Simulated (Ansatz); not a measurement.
WSe2: strain energy, fitted

WSe2, P6_3/mmc, a = 3.230 Å, c = 12.417 Å. Ansatz: PBEsol+D3(BJ), PAW, 420 eV, Γ-centred 12×12×4 mesh on 6 atoms, Gaussian smearing 0.02 eV; no spin polarisation. Series: biaxial strain in the a-b plane, c and atoms relaxed; x is the strain in per cent. y is the free energy over the unstrained cell, V0 = 18.703 Å³/atom.

```
x (%) y (meV/atom)
 -4.5             ?
 -3.0         29.13
 -1.5          7.03
  0.0          0.00
  1.5          6.55
  3.0         25.40
  4.5         55.44
```

Fit y = c2 x² + c3 x³ to the other rows, turn c2 into a modulus, and predict the missing energy.

Least squares on the rows shown. y = 3.0341 x² − 0.066334 x³. In eV per unit strain² c2 is 30.34; M is the biaxial modulus (E = M V0 ε²): 30.34 × 160.2 / (18.703) = 260 GPa. At x = -4.5 the fit asked for gives 67.49 meV/atom. The run gave 68.04 meV/atom, so the fit is 0.55 meV/atom too low, 0.81 % of the span of the series, against an rms of 0.06 meV/atom on the fitted rows. The row lies outside the fitted range. With a term in x⁴ added, a fit to the same known rows predicts 68.03 meV/atom, so most of the miss is curvature that the known rows already hold.

Spin–orbit coupling is left out, which can shift energies with elements as heavy as these.